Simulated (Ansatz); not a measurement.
The system is Ga.

```
CELL_PARAMETERS angstrom
1.38300 -4.02650 0.00000
1.38300 4.02650 0.00000
-0.11745 0.00000 3.32993
ATOMIC_POSITIONS crystal
Ga 0.13100 0.86900 0.75000
Ga 0.86900 0.13100 0.25000
```

This isn't the form of Ga at room conditions, which is orthorhombic.

Base run:

```yaml
Program: Ansatz 0.2.0
Functional: PBEsol
Potentials_or_basis: all-electron LAPW, scalar-relativistic
Cutoff: 256 eV
Density_cutoff: 1023 eV
Basis_error_allowed: 0.001 eV/atom
k_mesh: 7 × 7 × 6
Occupations: fermi-dirac, width 0.05 eV
Spin: no spin polarisation
```

Its results: pressure -1.5 GPa; largest force 0.141 eV/Å.

Q: The run is repeated on the same cell with these changes: k mesh from 7 × 7 × 6 to 10 × 10 × 8. What comes out?

A: Pressure -1.9 GPa; largest force 0.196 eV/Å.

Caveats: the k mesh is thin for a metal, which can move the energy by tens of meV per atom (some runs).

Not every run made on this cell is shown here.
